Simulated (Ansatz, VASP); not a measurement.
**Au in VASP and in Ansatz**

File INCAR:

```
  ALGO = Fast
  EDIFF = 1E-6
  ENCUT = 520
  GGA = PS
  ISIF = 2
  ISMEAR = 0
  LASPH = T
  LCHARG = T
  LELF = T
  LREAL = F
  LVHAR = T
  LWAVE = F
  NBANDS = 12
  NELM = 80
  PREC = Accurate
  SIGMA = 0.15
```

File KPOINTS:

```
k-points
0
Gamma
  22 22 22
```

File POSCAR:

```
Au
1.0
   -1.5722201270      1.6583691750      1.6583691750
    1.6583691750     -1.5722201270      1.6583691750
    1.6583691750      1.6583691750     -1.5722201270
Au
1
Direct
    0.0000000000      0.0000000000      0.0000000000
```

Input for Ansatz:

```yaml
crystal:
  lattice:
    - [-1.572220127, 1.658369175, 1.658369175]
    - [1.658369175, -1.572220127, 1.658369175]
    - [1.658369175, 1.658369175, -1.572220127]
  atoms:
    - { symbol: Au, position: [0.0, 0.0, 0.0] }
basis:
  ecutwfc: 420
kpoints:
  mp_grid: { grid: [22, 22, 22] }
hamiltonian:
  xc: pbesol
scf:
  occupations: { method: gaussian, width: 0.15 }
output:
  forces: true
  stress: true
  eigenvalues: true
```

Alike in both runs: task single point; functional PBEsol; k mesh 22 × 22 × 22; occupations gaussian, width 0.15 eV; no spin polarisation.

|  | VASP | Ansatz |
| --- | --- | --- |
| version | VASP 6.6.1 | Ansatz 0.2.0 |
| potentials or method | VASP PAW PBE potentials, release 64 (Au) | scalar-relativistic, plane waves, PAW |
| plane-wave cutoff (eV) | 520 | 420 |
| valence electrons in the cell | 11 | 19 |

```tsv
	VASP	Ansatz	Ansatz less VASP
gap on the k mesh at the Fermi level (eV)	none	none	-
pressure (GPa)	-8.4	-8.2	+0.18
largest component of the traceless stress (GPa)	1.43	1.44	+0.011
```

A gap of «none» marks a metal or a gap that the smearing closes. The functional is the same, so the differences come from potentials, cutoffs and numerics. The two sets of potentials don't hold the same shells in valence.

Caveats: the PAW data sets were made with another functional, which shifts forces and pressure a little (VASP). Spin-orbit coupling is left out, which matters for the levels of Au.
